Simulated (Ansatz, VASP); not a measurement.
ZnCu2: VASP beside Ansatz

```
CELL_PARAMETERS angstrom
2.58267 0.00000 0.00000
-1.29133 2.23666 0.00000
0.00000 0.00000 6.23216
ATOMIC_POSITIONS crystal
Zn 0.00000 0.00000 0.00000
Cu 0.33333 0.66667 0.66256
Cu 0.66667 0.33333 0.33744
```

Alike in both runs: functional PBEsol; k mesh 18 × 18 × 8; occupations gaussian, width 0.1 eV; no spin polarisation.

Ansatz relaxed the structure, and its values are those at the end. VASP's run is a single point on that final structure, the one shown.

```csv
,VASP,Ansatz
version,VASP 6.6.1,Ansatz 0.2.0
potentials or method,"VASP PAW PBE potentials, release 64 (Zn, Cu)","scalar-relativistic, plane waves, PAW"
plane-wave cutoff (eV),520,420
valence electrons in the cell,34,50
```

```csv
,VASP,Ansatz,Ansatz less VASP
gap on the k mesh at the Fermi level (eV),none,none,-
pressure (GPa),0.7,0.0,-0.70
rms of the force components (eV/Å),0.006,0.000,-0.0064
```

A gap of «none» marks a metal or a gap that the smearing closes. The functional is the same, so the differences come from potentials, cutoffs and numerics. The two sets of potentials don't hold the same shells in valence.

Caveats: the PAW data sets were made with another functional, which shifts forces and pressure a little (VASP).
